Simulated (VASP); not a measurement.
Set up this calculation in VASP 6.6.1, as an ASE script.

| Item | Value |
| --- | --- |
| Task | relaxation of the atoms |
| Functional | PW91 |
| Potentials or basis | VASP PAW PBE potentials, release 64 (Br, K_sv) |
| Cutoff | 520 eV |
| k mesh | 7 × 7 × 7 |
| Occupations | gaussian, width 0.01 eV |
| Spin | no spin polarisation |
| Optimiser | BFGSLineSearch |
| Further INCAR settings | ALGO = Normal; EDIFF = 1.00e-06 |

The structure of KBr lies in KBr.cif:

```cif
data_KBr
_cell_length_a 4.04349900
_cell_length_b 4.04349900
_cell_length_c 4.04349900
_cell_angle_alpha 90.00000000
_cell_angle_beta 90.00000000
_cell_angle_gamma 90.00000000
_space_group_name_H-M_alt 'P1'
_space_group_name_Hall 'P 1'
_space_group_IT_number 1
loop_
_space_group_symop_operation_xyz
'x,y,z'
loop_
_atom_site_label
_atom_site_type_symbol
_atom_site_symmetry_multiplicity
_atom_site_Wyckoff_symbol
_atom_site_fract_x
_atom_site_fract_y
_atom_site_fract_z
_atom_site_occupancy
Br1 Br 1 a 0.5016190000 0.4840180000 0.4818490000 1
K1 K 1 a 0.9691770000 0.9840840000 0.9913260000 1
```

The cell comes from a database or a generator and needn't be the stable form of this composition.

The cell isn't the ideal one: atoms moved at random, drawn with an rms of 0.15 Å.

The input as run:

run.py

```python
from ase.calculators.vasp import Vasp
from ase.io import read
from ase.optimize import BFGSLineSearch

atoms = read('KBr.cif', primitive_cell=True, subtrans_included=False)
calc = Vasp(
    directory='calc',
    pp='PBE',
    setups='recommended',
    prec='Accurate',
    encut=520,
    ediff=1e-06,
    ismear=0,
    sigma=0.01,
    lreal=False,
    lasph=True,
    nelm=100,
    algo='Normal',
    isif=2,
    lwave=True,
    lcharg=False,
    gga='91',
    kpts=[7, 7, 7],
    gamma=True,
)
atoms.calc = calc
opt = BFGSLineSearch(atoms, trajectory='relax.traj')
converged = opt.run(fmax=0.01, steps=40)
print('converged:', converged)

print('energy (eV):', atoms.get_potential_energy())
print('free energy (eV):', atoms.get_potential_energy(force_consistent=True))
print('forces (eV/A):')
print(atoms.get_forces())
print('stress (eV/A^3, Voigt):', atoms.get_stress())
print('Fermi level (eV):', calc.get_fermi_level())
print('cell (A, degrees):', atoms.cell.cellpar())
print('volume (A^3):', atoms.get_volume())
print('scaled positions:')
print(atoms.get_scaled_positions())
```

Potentials or basis: VASP PAW PBE potentials, release 64 (Br, K_sv).

Launch:

```sh
$ python run.py
```

It gave:

```yaml
Energy_gained_by_relaxing: 2.5 meV/atom
Ionic_steps: 3
Pressure_after_relaxing: -0.1 GPa
Band_gap_on_the_k_mesh: 3.90 eV, indirect (least direct gap 4.14 eV)
```

Caveat: the PAW data sets were made with another functional, which shifts forces and pressure a little; an odd mesh through Γ misses points on the zone boundary, where band edges often lie.

It took 2.3 min on 1 thread of Intel(R) Xeon(R) 6975P-C (Granite Rapids), on a shared host, peak memory 0.27 GiB.
